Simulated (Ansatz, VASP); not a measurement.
## One calculation of SnO, two programs

INCAR

```
SYSTEM = SnO
  ALGO = Normal
  EDIFF = 1E-7
  ENCUT = 520
  GGA = PS
  ISIF = 2
  ISMEAR = -1
  LASPH = .True.
  LCHARG = .False.
  LREAL = .False.
  LWAVE = .False.
  NBANDS = 28
  NELM = 80
  PREC = Accurate
  SIGMA = 0.05
```

The input KPOINTS:

```
k-points
0
Gamma
  8 5 6
  0 0 0
```

POSCAR

```
SnO
1.0
    3.3096615362      0.0000000000      0.0000000000
    0.0000000000      5.5974175183      0.0000000000
    0.0000000000      0.0000000000      4.1649093566
Sn O
2 2
Direct
    0.5000000000      0.7680910000      0.0131440000
    0.0000000000      0.2319090000      0.5131440000
    0.5000000000      0.1087500000      0.2368570000
    0.0000000000      0.8912500000      0.7368570000
```

File input.yaml:

```yaml
crystal:
  lattice:
    - [3.3096615362, 0.0, 0.0]
    - [0.0, 5.5974175183, 0.0]
    - [0.0, 0.0, 4.1649093566]
  atoms:
    - { symbol: Sn, position: [0.5, 0.768091, 0.013144] }
    - { symbol: Sn, position: [0.0, 0.231909, 0.513144] }
    - { symbol: O, position: [0.5, 0.10875, 0.236857] }
    - { symbol: O, position: [0.0, 0.89125, 0.736857] }
hamiltonian:
  xc: pbesol
  pseudopotentials: { kind: paw }
kpoints:
  mp_grid: { grid: [8, 5, 6] }
scf:
  occupations: { method: fermi_dirac, width: 0.05 }
output:
  forces: true
  stress: true
  eigenvalues: true
```

Change from the starting cell: volume scaled by 0.96.

Alike in both runs: task single point; functional PBEsol; k mesh 8 × 5 × 6; occupations fermi-dirac, width 0.05 eV; no spin polarisation.

|  | VASP | Ansatz |
| --- | --- | --- |
| version | VASP 6.6.1 | Ansatz 0.2.0 |
| potentials or method | VASP PAW PBE potentials, release 64 (Sn_d, O) | Ansatz PAW |
| plane-wave cutoff (eV) | 520 | 420 |
| valence electrons in the cell | 40 | 40 |

|  | VASP | Ansatz | Ansatz less VASP |
| --- | --- | --- | --- |
| gap on the k mesh at the Fermi level (eV) | 1.37 | 1.38 | +0.012 |
| least direct gap on the mesh (eV) | 1.94 | 1.95 | +0.013 |
| pressure (GPa) | 0.3 | 0.0 | -0.24 |
| largest component of the traceless stress (GPa) | 0.46 | 0.43 | -0.035 |
| rms of the force components (eV/Å) | 0.108 | 0.073 | -0.0349 |

Atom by atom the forces differ by 0.037 eV/Å (rms over components). With one functional, cell and mesh, what is left measures potentials, basis and numerics.

Caveats: spin-orbit coupling is left out, which moves the levels of the heavy elements; the PAW data sets were made with another functional, which shifts forces and pressure a little (VASP); an odd mesh through Γ misses points on the zone boundary, where band edges often lie (VASP); odd divisions of the mesh miss points on the zone boundary, where band edges often lie, so the gap on the mesh can be too wide (Ansatz); the pressure holds a Pulay correction of +0.4 GPa for the finite cutoff (Ansatz); the PAW data sets come from PBE, with cores solved anew for the run's functional, which leaves a small shift of forces and pressure (Ansatz).
